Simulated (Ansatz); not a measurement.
Al (Im-3m), one atom moved along a line

The calculation used Ansatz 0.2.0, DFT PBE, scalar-relativistic, plane waves, PAW. The runs took a 420 eV cutoff, a Γ-centred 14×14×14 mesh and Gaussian smearing (0.15 eV). No spin polarisation. Energies are free energies at this smearing, counted from the undisturbed cell; pressure is positive in compression.

Reference structure (relaxed at this level; this bcc form isn't the usual structure):

```
Al
1.0
    -3.23502   -3.23502    3.23502
    -3.23502    3.23502   -3.23502
     3.23502   -3.23502   -3.23502
Al
8
Direct
  0.50000 0.50000 0.50000
  0.00000 0.50000 0.50000
  0.50000 0.00000 0.50000
  0.00000 0.00000 0.50000
  0.50000 0.50000 0.00000
  0.00000 0.50000 0.00000
  0.50000 0.00000 0.00000
  0.00000 0.00000 0.00000
```

Atom 1 (Al) is moved by x along the Cartesian unit vector (0.000, 0.000, 1.000); the cell and all other atoms stay fixed. The cell is metallic on the mesh throughout.

| x (Å) | ΔE (meV/cell) | force along x on the moved atoms (eV/Å) | pressure (GPa) |
| --- | --- | --- | --- |
| -0.1000 | ? | ? | 0.1 |
| -0.0600 | 7.1 | 0.24 | 0.0 |
| 0.0000 | 0.0 | 0.00 | 0.0 |
| 0.0800 | 12.6 | -0.32 | 0.0 |

Question: Give the withheld values.

Answer: ΔE (meV/cell) at x (Å) = -0.1000: 19.8; force along x on the moved atoms (eV/Å) at x (Å) = -0.1000: 0.40.

Cost: 4 runs of about 2.7 core-minutes in all, on Intel Xeon Platinum 8259CL (Skylake/Cascade Lake) (shared hosts).